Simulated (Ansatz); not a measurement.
# InSe (C2/m) in Ansatz: a series of runs, part 2 of 2

Ansatz 0.2.0.

### 3 Single point, LDA, 26.85 Å³/atom (volume scaled by 0.94)

The input, input.yaml:

```yaml
crystal:
  lattice:
    - [5.7074535273, -2.0127055746, 0.0]
    - [5.7074535273, 2.0127055746, 0.0]
    - [-1.6880551226, 0.0, 4.6739460813]
  atoms:
    - { symbol: In, position: [0.88820325, 0.88820325, 0.04684136] }
    - { symbol: In, position: [0.11179675, 0.11179675, 0.95315864] }
    - { symbol: Se, position: [0.66092759, 0.66092759, 0.66895562] }
    - { symbol: Se, position: [0.33907241, 0.33907241, 0.33104438] }
hamiltonian:
  xc: lda
  pseudopotentials: { kind: paw }
kpoints:
  mp_grid: { grid: [7, 7, 6] }
scf:
  occupations: { method: fermi_dirac, width: 0.05 }
output:
  forces: true
  stress: true
  eigenvalues: true
```

Potentials or basis: Ansatz PAW.

Launch:

```bash
ansatz run input.yaml --threads 2 --pin off --max-ram 5632MiB --backend cpu --events-out ev --progress --plain --runs-dir out
```

What it wrote:

```text
Warning: RAYON_NUM_THREADS=2 ignored (pool sized by the plan → 2); use --threads N
Engine: ansatz 0.2.0, x86_64-unknown-linux-gnu
Pseudopotentials: kind: paw
Pseudopotential: In, paw, valence charge 13, recommended cutoff 420 eV (normal), In.paw.azcp
Pseudopotential: Se, paw, valence charge 16, recommended cutoff 420 eV (normal), Se.paw.azcp
Functional definition: SPW92
  exchange = slater_x
  correlation = pw_c
Crystal: 4 atoms, lattice volume = 107.383 Å³
Basis set: ecut = 420 eV, 2099 PW (Γ)
Bands: 35, of which v1, the nominal top of the filled ones, is band 29 counted from 1 (28 counted from 0)
Symmetry: 4 space group operations
Space group: C2/m (ITA 12), of the structure as read, at distance tolerance 4.8e-5 Å
k-points: 88 of 294
Non-local potential: In, projectors of the file, l = 0: 2, l = 1: 2, l = 2: 2, l = 3: 2
Non-local potential: Se, projectors of the file, l = 0: 2, l = 1: 2, l = 2: 3, l = 3: 1
PAW form: soft (Blöchl's): semilocal exchange-correlation on the pseudo side does not see the compensation charge
PAW frozen core: In, regenerated for the run's functional, and the local potential with it (the file was generated under x = pbe(κ = 0.804, μ = 0.2195149727645171), c = pbe(β = 0.06672455060314922))
[... 33 lines left out ...]
  E_aug_tail   = -0.001177  (compensation charges beyond the density's cutoff)
  E_ewald      = -5562.370042
  E_core_change = 5.003797  (= ΣΔE_core)
  E_smearing   = -0.000000  (= −TS)
  E_closure    = -0.000000  (closes the sum)
  Σ components = -21682.659970   (vs F -21682.659970, Δ=0.00e0)
--- Forces (eV/Å), atoms counted from 1 ---
  atom   1  In     0.20633775     0.00000000    -0.05076620
  atom   2  In    -0.20633775     0.00000000     0.05076620
  atom   3  Se     0.02834519     0.00000000    -0.40777963
  atom   4  Se    -0.02834519     0.00000000     0.40777963
  max |Σ_I F_I| component: 0.00e0 eV/Å
--- Stress (GPa, compression-positive) ---
        0.274801       0.000000       0.159028
        0.000000       0.684399       0.000000
        0.159028       0.000000       0.360804
  P = ⅓ Tr σ = 0.4400 GPa (4.400 kbar)
--- Band table (eV; the first three rows and the last of 88) ---
  k-point 0: bands = ["-39.5953", "-39.5949", "-39.5947", "-39.5945", "-39.5684", "-39.5679", "-39.5677", "-39.5673", "-39.5560", "-39.5560", "-6.9224", "-6.7527", "-6.5305", "-6.4935", "-6.4405", "-6.4350", "-6.3795", "-6.3437", "-6.3114", "-6.1338", "-5.8507", "-3.8959", "2.8593", "3.5643", "3.8054", "5.2415", "5.5857", "6.2045", "6.4866", "10.4561", "10.6985", "11.3149", "12.6006", "13.1760", "13.2797"]
  k-point 1: bands = ["-39.5953", "-39.5949", "-39.5947", "-39.5945", "-39.5684", "-39.5679", "-39.5677", "-39.5673", "-39.5560", "-39.5559", "-6.9310", "-6.7517", "-6.5313", "-6.4921", "-6.4404", "-6.4373", "-6.3787", "-6.3434", "-6.3088", "-6.1373", "-5.7414", "-4.0230", "2.5421", "3.3388", "4.0100", "5.6224", "5.6332", "6.5204", "6.6929", "9.7710", "10.1918", "11.7388", "12.2020", "13.1392", "14.1729"]
  k-point 2: bands = ["-39.5953", "-39.5949", "-39.5947", "-39.5945", "-39.5684", "-39.5680", "-39.5676", "-39.5673", "-39.5560", "-39.5559", "-6.9450", "-6.7501", "-6.5327", "-6.4885", "-6.4417", "-6.4395", "-6.3771", "-6.3428", "-6.3057", "-6.1443", "-5.4595", "-4.3413", "2.0859", "2.9340", "4.6816", "5.7456", "6.2782", "6.5682", "7.1523", "9.1499", "9.4850", "11.7207", "11.8509", "13.8157", "14.3561"]
  k-point 87: bands = ["-39.5954", "-39.5949", "-39.5948", "-39.5944", "-39.5682", "-39.5682", "-39.5676", "-39.5674", "-39.5560", "-39.5559", "-6.9069", "-6.7183", "-6.6173", "-6.5889", "-6.5234", "-6.4242", "-6.3938", "-6.3247", "-6.2467", "-6.1263", "-5.2244", "-4.1402", "1.4060", "2.5857", "4.6420", "4.8519", "6.4476", "7.0773", "7.3754", "9.8373", "11.2589", "11.3425", "12.1147", "13.4211", "13.6754"]
```

It took 4.6 s on 2 threads of Intel Xeon 6975P-C (Granite Rapids), shared host; peak memory 0.57 GiB.

What came out:

```yaml
Free_energy: -21682.6600 eV
Pressure: 0.4 GPa
Largest_force: 0.409 eV/Å
Band_gap_on_the_k_mesh: 1.10 eV, indirect (least direct gap 1.26 eV)
```

Caveat: odd divisions of the mesh miss points on the zone boundary, where band edges often lie, so the gap on the mesh can be too wide; spin-orbit coupling is left out, which moves the levels of the heavy elements; the PAW data sets come from PBE, with cores solved anew for the run's functional, which leaves a small shift of forces and pressure.

### 4 Single point, LDA, 27.42 Å³/atom (volume scaled by 0.96)

input.yaml, as its differences from that of step 3:

```diff
@@ -2,5 +2,5 @@
   lattice:
-    - [5.7074535273, -2.0127055746, 0.0]
-    - [5.7074535273, 2.0127055746, 0.0]
-    - [-1.6880551226, 0.0, 4.6739460813]
+    - [5.7476481863, -2.0268800245, 0.0]
+    - [5.7476481863, 2.0268800245, 0.0]
+    - [-1.6999432264, 0.0, 4.706862279]
   atoms:
```

Launch:

```bash
ansatz run input.yaml --threads 2 --pin off --max-ram 5632MiB --backend cpu --events-out ev --progress --plain --runs-dir out
```

Run time: 4.7 s. Hardware: 2 threads of Intel Xeon 6975P-C (Granite Rapids), shared host; peak memory 0.57 GiB.

Results (log left out):

- Free energy: -21682.6574 eV
- Pressure: -0.8 GPa
- Largest force: 0.229 eV/Å
- Band gap on the k mesh: 1.07 eV, indirect (least direct gap 1.19 eV)

Caveat: odd divisions of the mesh miss points on the zone boundary, where band edges often lie, so the gap on the mesh can be too wide; spin-orbit coupling is left out, which moves the levels of the heavy elements; the PAW data sets come from PBE, with cores solved anew for the run's functional, which leaves a small shift of forces and pressure.

### 5 Single point, LDA, 27.99 Å³/atom (volume scaled by 0.98)

input.yaml, as its differences from that of step 4:

```diff
@@ -2,5 +2,5 @@
   lattice:
-    - [5.7476481863, -2.0268800245, 0.0]
-    - [5.7476481863, 2.0268800245, 0.0]
-    - [-1.6999432264, 0.0, 4.706862279]
+    - [5.787288392, -2.0408589492, 0.0]
+    - [5.787288392, 2.0408589492, 0.0]
+    - [-1.7116673433, 0.0, 4.739324424]
   atoms:
@@ -21 +21,5 @@
   eigenvalues: true
+  write_density: true
+  write_potential: true
+  elf: true
+  volumetric_format: npy
```

Launch:

```bash
ansatz run input.yaml --threads 2 --pin off --max-ram 5632MiB --backend cpu --events-out ev --progress --plain --runs-dir out
```

Run time: 6.3 s. Hardware: 2 threads of Intel Xeon 6975P-C (Granite Rapids), shared host; peak memory 0.58 GiB.

It converged, with:

| Item | Value |
| --- | --- |
| Free energy | -21682.6387 eV |
| Pressure | -1.8 GPa |
| Largest force | 0.063 eV/Å |
| Band gap on the k mesh | 1.03 eV, indirect (least direct gap 1.13 eV) |

Caveat: odd divisions of the mesh miss points on the zone boundary, where band edges often lie, so the gap on the mesh can be too wide; spin-orbit coupling is left out, which moves the levels of the heavy elements; the PAW data sets come from PBE, with cores solved anew for the run's functional, which leaves a small shift of forces and pressure.

### 6 Single point, LDA, 28.56 Å³/atom

input.yaml, as its differences from that of step 5:

```diff
@@ -2,5 +2,5 @@
   lattice:
-    - [5.787288392, -2.0408589492, 0.0]
-    - [5.787288392, 2.0408589492, 0.0]
-    - [-1.7116673433, 0.0, 4.739324424]
+    - [5.8263928781, -2.054648955, 0.0]
+    - [5.8263928781, 2.054648955, 0.0]
+    - [-1.723233014, 0.0, 4.7713478577]
   atoms:
```

Potentials or basis: Ansatz PAW.

Launch:

```bash
ansatz run input.yaml --threads 2 --pin off --max-ram 5632MiB --backend cpu --events-out ev --progress --plain --runs-dir out
```

Wall time 5.8 s (2 threads of Intel Xeon 6975P-C (Granite Rapids), shared host); peak memory 0.59 GiB.

The run converged. Its results:

| Property | Result |
| --- | --- |
| Free energy | -21682.6055 eV |
| Pressure | -2.8 GPa |
| Largest force | 0.090 eV/Å |
| Band gap on the k mesh | 1.00 eV, indirect (least direct gap 1.06 eV) |

Caveat: odd divisions of the mesh miss points on the zone boundary, where band edges often lie, so the gap on the mesh can be too wide; spin-orbit coupling is left out, which moves the levels of the heavy elements; the PAW data sets come from PBE, with cores solved anew for the run's functional, which leaves a small shift of forces and pressure.

### 7 Single point, LDA, 29.13 Å³/atom (volume scaled by 1.02)

input.yaml, as its differences from that of step 6:

```diff
@@ -2,5 +2,5 @@
   lattice:
-    - [5.8263928781, -2.054648955, 0.0]
-    - [5.8263928781, 2.054648955, 0.0]
-    - [-1.723233014, 0.0, 4.7713478577]
+    - [5.8649793859, -2.0682562983, 0.0]
+    - [5.8649793859, 2.0682562983, 0.0]
+    - [-1.7346454858, 0.0, 4.8029471088]
   atoms:
@@ -21,5 +21 @@
   eigenvalues: true
-  write_density: true
-  write_potential: true
-  elf: true
-  volumetric_format: npy
```

Launch:

```bash
ansatz run input.yaml --threads 2 --pin off --max-ram 5632MiB --backend cpu --events-out ev --progress --plain --runs-dir out
```

Run time: 4.6 s. Hardware: 2 threads of Intel Xeon 6975P-C (Granite Rapids), shared host; peak memory 0.59 GiB.

The run converged. Its results:

- Free energy: -21682.5596 eV
- Pressure: -3.6 GPa
- Largest force: 0.230 eV/Å
- Band gap on the k mesh: 0.96 eV, indirect (least direct gap 1.01 eV)

Caveat: odd divisions of the mesh miss points on the zone boundary, where band edges often lie, so the gap on the mesh can be too wide; spin-orbit coupling is left out, which moves the levels of the heavy elements; the PAW data sets come from PBE, with cores solved anew for the run's functional, which leaves a small shift of forces and pressure.

### 8 Single point, LDA, 29.70 Å³/atom (volume scaled by 1.04)

input.yaml, as its differences from that of step 7:

```diff
@@ -2,5 +2,5 @@
   lattice:
-    - [5.8649793859, -2.0682562983, 0.0]
-    - [5.8649793859, 2.0682562983, 0.0]
-    - [-1.7346454858, 0.0, 4.8029471088]
+    - [5.9030647348, -2.0816869103, 0.0]
+    - [5.9030647348, 2.0816869103, 0.0]
+    - [-1.7459097331, 0.0, 4.8341359509]
   atoms:
```

Launch:

```bash
ansatz run input.yaml --threads 2 --pin off --max-ram 5632MiB --backend cpu --events-out ev --progress --plain --runs-dir out
```

It took 6.3 s on 2 threads of Intel Xeon 6975P-C (Granite Rapids), shared host; peak memory 0.6 GiB.

Results (log left out):

| Item | Value |
| --- | --- |
| Free energy | -21682.5025 eV |
| Pressure | -4.4 GPa |
| Largest force | 0.358 eV/Å |
| Band gap on the k mesh | 0.93 eV, indirect (least direct gap 0.95 eV) |

Caveat: odd divisions of the mesh miss points on the zone boundary, where band edges often lie, so the gap on the mesh can be too wide; spin-orbit coupling is left out, which moves the levels of the heavy elements; the PAW data sets come from PBE, with cores solved anew for the run's functional, which leaves a small shift of forces and pressure.

### 9 Single point, LDA, 30.27 Å³/atom (volume scaled by 1.06)

input.yaml, as its differences from that of step 8:

```diff
@@ -2,5 +2,5 @@
   lattice:
-    - [5.9030647348, -2.0816869103, 0.0]
-    - [5.9030647348, 2.0816869103, 0.0]
-    - [-1.7459097331, 0.0, 4.8341359509]
+    - [5.940664887, -2.0949464201, 0.0]
+    - [5.940664887, 2.0949464201, 0.0]
+    - [-1.7570304771, 0.0, 4.8649274559]
   atoms:
```

Potentials or basis: Ansatz PAW.

Launch:

```bash
ansatz run input.yaml --threads 2 --pin off --max-ram 5632MiB --backend cpu --events-out ev --progress --plain --runs-dir out
```

It took 4.7 s on 2 threads of Intel Xeon 6975P-C (Granite Rapids), shared host; peak memory 0.6 GiB.

Results (log left out):

| Quantity | Value |
| --- | --- |
| Free energy | -21682.4354 eV |
| Pressure | -5.0 GPa |
| Largest force | 0.477 eV/Å |
| Band gap on the k mesh | 0.90 eV, direct |

Caveat: odd divisions of the mesh miss points on the zone boundary, where band edges often lie, so the gap on the mesh can be too wide; spin-orbit coupling is left out, which moves the levels of the heavy elements; the PAW data sets come from PBE, with cores solved anew for the run's functional, which leaves a small shift of forces and pressure.

### 10 Equation of state, LDA

This step only gathers the single runs of the series.

Results:

```yaml
Equilibrium_volume: 27.05 Å³/atom
Bulk_modulus_at_fixed_shape_and_positions: 58 GPa
Pressure_derivative_of_the_bulk_modulus: 4.8
```

Energy against volume, from the lowest point:
```tsv
volume (Å³/atom)	energy (meV/atom)
26.846	0.00
27.417	0.63
27.988	5.33
28.559	13.62
29.131	25.09
29.702	39.37
30.273	56.13
```

Caveat: the cell was scaled at fixed shape and fractional positions, which overstates the stiffness of a crystal with free parameters, most of all of layers and chains.
